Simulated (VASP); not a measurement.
# LiH2 (Fd-3m) in VASP: further runs, part 2 of 2

VASP 6.6.1.

## (5) Relaxation of cell and atoms, PBE (species swapped into the PbAu2 type (Fd-3m, No. 227))

Contents of INCAR:

```
PREC     = Accurate       # precision mode
ENCUT    = 600            # plane-wave cutoff, eV
EDIFF    = 1E-7           # SCF threshold, eV
ISMEAR   = 0              # smearing method
SIGMA    = 0.1            # smearing width, eV
LREAL    = F              # projectors in reciprocal space
LASPH    = T              # aspherical terms in the spheres
NELM     = 60             # most SCF steps
ALGO     = Normal         # electronic algorithm
ISIF     = 3              # what is computed and relaxed
LWAVE    = F              # write WAVECAR
LCHARG   = F              # write CHGCAR
GGA      = PE             # functional
IBRION   = 2              # ionic algorithm
NSW      = 90             # ionic steps
EDIFFG   = -0.04          # ionic threshold
```

Contents of KPOINTS:

```
Automatic mesh
0
Gamma
  6 6 6
```

Contents of POSCAR:

```
LiH2
1.0
    0.0000000000      2.8591009900      2.8591009900
    2.8591009900      0.0000000000      2.8591009900
    2.8591009900      2.8591009900      0.0000000000
Li H
2 4
Direct
    0.5000000000      0.5000000000      0.5000000000
    0.7500000000      0.7500000000      0.7500000000
    0.1250000000      0.1250000000      0.1250000000
    0.6250000000      0.1250000000      0.1250000000
    0.1250000000      0.1250000000      0.6250000000
    0.1250000000      0.6250000000      0.1250000000
```

Run with:

```bash
$ cat potpaw_PBE.64/Li_sv/POTCAR potpaw_PBE.64/H/POTCAR > POTCAR
$ mpirun -np 1 vasp_std > vasp.out
```

Run time: 35 s. Hardware: 1 thread of Intel Xeon Platinum 8259CL at 2.50GHz (Skylake/Cascade Lake), shared host; peak memory 0.17 GiB.

The run converged. Its results:

| Quantity | Value |
| --- | --- |
| Free energy | -13.6156 eV |
| Relaxed volume | 6.43 Å³/atom |
| Relaxed cell | a = 3.792 Å, b = 3.792 Å, c = 3.792 Å, α = 60.00°, β = 60.00°, γ = 60.00° |
| Space group after relaxing (to 0.05 Å) | Fd-3m (No. 227) |
| Energy gained by relaxing | 30.9 meV/atom |
| Ionic steps | 5 |
| Pressure after relaxing | -0.3 GPa |
| Band gap on the k mesh | none (metal or under the smearing width) |

Step by step:
| step | energy change (eV) | largest force (eV/Å) | pressure (GPa) | volume (Å³) |
| --- | --- | --- | --- | --- |
| 1 | 0.0000 | 0.0000 | -6.05 | 46.74 |
| 2 | -0.0687 | 0.0000 | -5.13 | 44.78 |
| 3 | -0.1727 | 0.0000 | -2.01 | 40.28 |
| 4 | -0.0182 | 0.0000 | 10.07 | 32.21 |
| 5 | -0.1855 | 0.0000 | -0.33 | 38.57 |

Final structure:
```cif
data_structure
_symmetry_space_group_name_H-M 'P 1'
_symmetry_Int_Tables_number 1
_cell_length_a 3.7924
_cell_length_b 3.7924
_cell_length_c 3.7924
_cell_angle_alpha 60.000
_cell_angle_beta 60.000
_cell_angle_gamma 60.000
_cell_volume 38.57
loop_
_atom_site_label
_atom_site_type_symbol
_atom_site_fract_x
_atom_site_fract_y
_atom_site_fract_z
_atom_site_occupancy
Li1 Li 0.50000 0.50000 0.50000 1
Li2 Li 0.75000 0.75000 0.75000 1
H1 H 0.12500 0.12500 0.12500 1
H2 H 0.62500 0.12500 0.12500 1
H3 H 0.12500 0.12500 0.62500 1
H4 H 0.12500 0.62500 0.12500 1
```

Levels at points of the mesh, in eV from the Fermi level:
```
           k point  band 3  band 4  band 5  band 6  band 7  band 8
(0.00, 0.00, 0.00)   -8.96    1.75    1.75    1.75    6.96    6.96
(0.50, 0.00, 0.00)   -7.17   -3.87    1.17    1.17    5.07    5.07
(0.50, 0.50, 0.00)   -5.21   -5.21   -0.85   -0.85    4.72    4.72
```

Caveat: the cutoff is under 1.25 times the usual one of these potentials, so pressure, stress and relaxed cells hold a basis-set (Pulay) error; the volume moved by over 15 % at a fixed basis, so the end points are rough.

## (6) Single point, PBE (species swapped into the PbAu2 type (Fd-3m, No. 227))

Contents of INCAR:

```
PREC = Accurate ; ENCUT = 520
EDIFF = 1E-7 ; ISMEAR = 0
SIGMA = 0.1 ; LREAL = False
LASPH = True ; NELM = 100
ALGO = Normal ; ISIF = 2
LWAVE = False ; LCHARG = False
GGA = PE ; NBANDS = 14
```

KPOINTS is that of step 5.

POSCAR is that of step 5.

Potentials or basis: VASP PAW PBE potentials, release 64 (Li_sv, H).

Run with:

```bash
$ cat potpaw_PBE.64/Li_sv/POTCAR potpaw_PBE.64/H/POTCAR > POTCAR
$ mpirun -np 1 vasp_std > vasp.out
```

OUTCAR:

```text
PREC = Accurate
   ENCUT = 520
   EDIFF = 1E-7
   ISMEAR = 0
   LREAL = False
   LASPH = True
   NELM = 100
   ISIF = 2
   GGA = PE

 ion  position               nearest neighbor table
   1  0.500  0.500  0.500-   2 2.48   2 2.48   2 2.48   2 2.48
   2  0.750  0.750  0.750-   1 2.48   1 2.48   1 2.48   1 2.48
   3  0.125  0.125  0.125-
   4  0.625  0.125  0.125-
   5  0.125  0.125  0.625-
   6  0.125  0.625  0.125-

  LATTYP: Found a face centered cubic cell.
 ALAT       =     5.7182019800

  Lattice vectors:

 A1 = (   0.0000000000,   2.8591009900,   2.8591009900)
 A2 = (   2.8591009900,   0.0000000000,   2.8591009900)
 A3 = (   2.8591009900,   2.8591009900,   0.0000000000)

Analysis of symmetry for initial positions (statically):
=====================================================================
 Subroutine PRICEL returns:
 Original cell was already a primitive cell.

 Routine SETGRP: Setting up the symmetry group for a
 face centered cubic supercell.

 Subroutine GETGRP returns: Found 48 space group operations
 (whereof 24 operations were pure point group operations)
 out of a pool of 48 trial point group operations.

The static configuration has the point symmetry T_d .
 The point group associated with its full space group is O_h .

Analysis of symmetry for dynamics (positions and initial velocities):
=====================================================================
 Subroutine PRICEL returns:
 Original cell was already a primitive cell.

 Routine SETGRP: Setting up the symmetry group for a
 face centered cubic supercell.

 Subroutine GETGRP returns: Found 48 space group operations
 (whereof 24 operations were pure point group operations)
 out of a pool of 48 trial point group operations.

The dynamic configuration has the point symmetry T_d .
 The point group associated with its full space group is O_h .

 Subroutine INISYM returns: Found 48 space group operations
 (whereof 24 operations are pure point group operations),
 and found     1 'primitive' translations

----------------------------------------------------------------------------------------

                                     Primitive cell

  volume of cell :      46.7432

  direct lattice vectors                    reciprocal lattice vectors
     0.000000000  2.859100990  2.859100990    -0.174880147  0.174880147  0.174880147
     2.859100990  0.000000000  2.859100990     0.174880147 -0.174880147  0.174880147
     2.859100990  2.859100990  0.000000000     0.174880147  0.174880147 -0.174880147

  length of vectors
     4.043379396  4.043379396  4.043379396     0.302901299  0.302901299  0.302901299

  position of ions in fractional coordinates (direct lattice)
     0.500000000  0.500000000  0.500000000
     0.750000000  0.750000000  0.750000000
     0.125000000  0.125000000  0.125000000
     0.625000000  0.125000000  0.125000000
     0.125000000  0.125000000  0.625000000
     0.125000000  0.625000000  0.125000000

  ion indices of the primitive-cell ions
   primitive index   ion index
                 1           1
                 2           2
                 3           3
                 4           4
                 5           5
                 6           6

[... 50 lines left out ...]
   NGX,Y,Z   is equivalent  to a cutoff of  12.33, 12.33, 12.33 a.u.
   NGXF,Y,Z  is equivalent  to a cutoff of  24.67, 24.67, 24.67 a.u.
 SYSTEM =  unknown system
   PREC   = accura    normal or accurate (medium, high low for compatibility)
   ISTART =      0    job   : 0-new  1-cont  2-samecut
   ICHARG =      2    charge: 1-file 2-atom 10-const
   ISPIN  =      1    spin polarized calculation?
   LNONCOLLINEAR =      F non collinear calculations
   LSORBIT =      F    spin-orbit coupling
   LASPH  =      T    aspherical Exc in radial PAW
   ENCUT  =  520.0 eV  38.22 Ry    6.18 a.u.   7.52  7.52  7.52*2*pi/ulx,y,z
   NELM   =    100;   NELMIN=  2; NELMDL= -5     # of ELM steps
   EDIFF  = 0.1E-06   stopping-criterion for ELM
   LREAL  =      F    real-space projection
   EDIFFG = 0.1E-05   stopping-criterion for IOM
   NSW    =      0    number of steps for IOM
   IBRION =     -1    ionic relax: 0-MD 1-quasi-New 2-CG
   NFREE  =      0    steps in history (QN), initial steepest desc. (CG)
   ISIF   =      2    stress and relaxation
   ISYM   =      2    0-nonsym 1-usesym 2-fastsym
   POTIM  = 0.5000    time-step for ionic-motion
   TEBEG  =    0.0;   TEEND  =   0.0 temperature during run
   PSTRESS=    0.0 pullay stress
   NELECT =      10.0000    total number of electrons
   NUPDOWN=      -1.0000    fix difference up-down
   EMIN   =  10.00;   EMAX   =-10.00  energy-range for DOS
   EFERMI =   0.00;   METHOD = LEGACY
   ISMEAR =     0;   SIGMA  =   0.10  broadening in eV -4-tet -1-fermi 0-gaus
   EFERMI_NEDOS =   21; number of points for ismear=-14 and -15
   IALGO  =     38    algorithm
   IMIX   =      4    mixing-type and parameters
     AMIX     =   0.40;   BMIX     =  1.00
     AMIX_MAG =   1.60;   BMIX_MAG =  1.00
  volume/ion in A,a.u.               =       7.79        52.57
  Fermi-wavevector in a.u.,A,eV,Ry     =   0.979119  1.850266 13.043543  0.958673
  Thomas-Fermi vector in A             =   2.109947
   LORBIT       =      0    0 simple, 1 ext, 2 COOP (PROOUT), +10 PAW based schemes
   GGA     = PE    functional components
   LHFCALC =     F    Hartree Fock is set to
   AEXX    =    0.0000 exact exchange contribution
   IVDW    =     0    specifies the selected vdW correction
   LEPSILON=     F    determine dielectric tensor
   LRPA    =     F    only Hartree local field effects (RPA)
 non-spin polarized calculation
 Gauss-broadening in eV      SIGMA  =   0.10
  energy-cutoff  :      520.00
  volume of cell :       46.74
 maximum number of plane-waves:      1278
   NGX = 15   NGY = 15   NGZ = 15

 number of electron      10.0000000 magnetization

 number of electron       9.9999979 magnetization

 Free energy of the ion-electron system (eV)
  ---------------------------------------------------
  ext. energy  EPLUGINS =         0.00000000
  ---------------------------------------------------
  free energy    TOTEN  =       -13.43054598 eV

  energy without entropy =      -13.41813778  energy(sigma->0) =      -13.42434188

 E-fermi :   0.4678     XC(G=0):  -8.5073

 val. band max:        0.4592621980   @ k =   0.1667   0.0000   0.0000
 cond. band min:       0.5272983155   @ k =  -0.1667   0.1667   0.0000
 fundamental gap:      0.0680361175
 Fermi energy:         0.4677564464

 k-point     1 :       0.0000    0.0000    0.0000
  band No.  band energies     occupation
      1     -45.5983      2.00000
      2     -45.4929      2.00000
      3      -7.3538      2.00000
      4       1.8627      0.00000
      5       1.8627      0.00000
      6       1.8627      0.00000
      7       6.9868      0.00000
      8       6.9869      0.00000
      9       6.9869      0.00000
     10       8.5443      0.00000
     11       8.5444      0.00000
     12       8.5444      0.00000
     13       8.8928      0.00000
     14       9.5659      0.00000
[... 241 lines left out ...]
      1     -45.5450      2.00000
      2     -45.5450      2.00000
      3      -3.9822      2.00000
      4      -3.9822      2.00000
      5      -0.4275      2.00000
      6      -0.4275      2.00000
      7       5.7312      0.00000
      8       5.7312      0.00000
      9       7.9304      0.00000
     10       7.9305      0.00000
     11      13.6139      0.00000
     12      13.6139      0.00000
     13      14.9750      0.00000
     14      14.9750      0.00000

------------------------ aborting loop because EDIFF is reached ----------------------------------------

  FORCE on cell =-STRESS in cart. coord.  units (eV):
  Direction    XX          YY          ZZ          XY          YZ          ZX
  --------------------------------------------------------------------------------------
  -------------------------------------------------------------------------------------
  Total       -1.7790947     -1.7790947     -1.7790947      0.0000000     -0.0000000      0.0000000
  in kB      -60.9805247    -60.9805247    -60.9805247      0.0000000     -0.0000000      0.0000000
  external PRESSURE =     -60.9805247 kB  Pullay stress =       0.0000000 kB

 VOLUME and BASIS-vectors are now :
 -----------------------------------------------------------------------------
  energy-cutoff  :      520.00
  volume of cell :       46.74
      direct lattice vectors                 reciprocal lattice vectors
     0.000000000  2.859100990  2.859100990    -0.174880147  0.174880147  0.174880147
     2.859100990  0.000000000  2.859100990     0.174880147 -0.174880147  0.174880147
     2.859100990  2.859100990  0.000000000     0.174880147  0.174880147 -0.174880147

 POSITION                                       TOTAL-FORCE (eV/Angst)
 -----------------------------------------------------------------------------------
      2.85910      2.85910      2.85910        -0.000000      0.000000     -0.000000
      4.28865      4.28865      4.28865         0.000000     -0.000000     -0.000000
      0.71478      0.71478      0.71478         0.000000     -0.000000      0.000000
      0.71478      2.14433      2.14433         0.000000     -0.000000      0.000000
      2.14433      2.14433      0.71478         0.000000     -0.000000      0.000000
      2.14433      0.71478      2.14433         0.000000     -0.000000      0.000000
 -----------------------------------------------------------------------------------
    total drift:                                0.000000     -0.000000      0.000000

  FREE ENERGIE OF THE ION-ELECTRON SYSTEM (eV)
  ---------------------------------------------------
  free  energy   TOTEN  =       -13.4305459798 eV

  energy  without entropy=      -13.4181377786  energy(sigma->0) =      -13.42434188
```

Run time: 14 s. Hardware: 1 thread of Intel Xeon Platinum 8259CL at 2.50GHz (Skylake/Cascade Lake), shared host; peak memory 0.15 GiB.

What came out:

```
Free energy            : -13.4305 eV
Band gap on the k mesh : none (metal or under the smearing width)
```

Caveat: the cutoff is under 1.25 times the usual one of these potentials, so pressure, stress and relaxed cells hold a basis-set (Pulay) error.

## (7) Summary

```csv
task,cell,k mesh,cutoff (eV),gap on the mesh (eV),pressure (GPa),relaxed volume (Å³/atom)
single point,"species swapped into the PbAu2 type (Fd-3m, No. 227)",12 × 12 × 12,520,none,-,-
relaxation of cell and atoms,"relaxed from: species swapped into the PbAu2 type (Fd-3m, No. 227)",12 × 12 × 12,600,none,-0.2,6.38
single point,"species swapped into the PbAu2 type (Fd-3m, No. 227)",6 × 6 × 6,520,none,-,-
relaxation of cell and atoms,"relaxed from: species swapped into the PbAu2 type (Fd-3m, No. 227)",6 × 6 × 6,600,none,-0.3,6.43
```

Alike in all rows: level PBE; potentials or basis VASP PAW PBE potentials, release 64 (Li_sv, H); no spin polarisation; smearing gaussian 0.1 eV.

Caveats: the cutoff is under 1.25 times the usual one of these potentials, so pressure, stress and relaxed cells hold a basis-set (Pulay) error; the volume moved by over 15 % at a fixed basis, so the end points are rough (some runs).

Total energies depend on the potentials used, so only differences within one code and one set of settings carry meaning.
